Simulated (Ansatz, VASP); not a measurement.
## One calculation of GaP, two programs

```xyz
2
Lattice="0.0000 2.7661 2.7252 2.7252 0.0000 2.7252 2.7252 2.7661 0.0000" Properties=species:S:1:pos:R:3 pbc="T T T"
Ga    0.0000    0.0000    0.0000
P     4.0879    4.1492    4.0879
```

Change from the starting cell: strain +0.0150 x Voigt [0, 1, 0, 0, 0, 0], atoms carried along.

Alike in both runs: task single point; functional LDA; k mesh 8 × 8 × 8; occupations gaussian, width 0.05 eV; no spin polarisation.

|  | VASP | Ansatz |
| --- | --- | --- |
| version | VASP 6.6.1 | Ansatz 0.2.0 |
| potentials or method | VASP PAW LDA potentials, release 64 (Ga_d, P) | scalar-relativistic, plane waves, PAW |
| plane-wave cutoff (eV) | 520 | 420 |
| valence electrons in the cell | 18 | 18 |

|  | VASP | Ansatz | Ansatz less VASP |
| --- | --- | --- | --- |
| gap on the k mesh at the Fermi level (eV) | 1.44 | 1.42 | -0.015 |
| least direct gap on the mesh (eV) | 1.48 | 1.46 | -0.028 |
| pressure (GPa) | -3.8 | -3.9 | -0.07 |
| largest component of the traceless stress (GPa) | 0.79 | 0.79 | +0.001 |

A k mesh can miss the band edges.
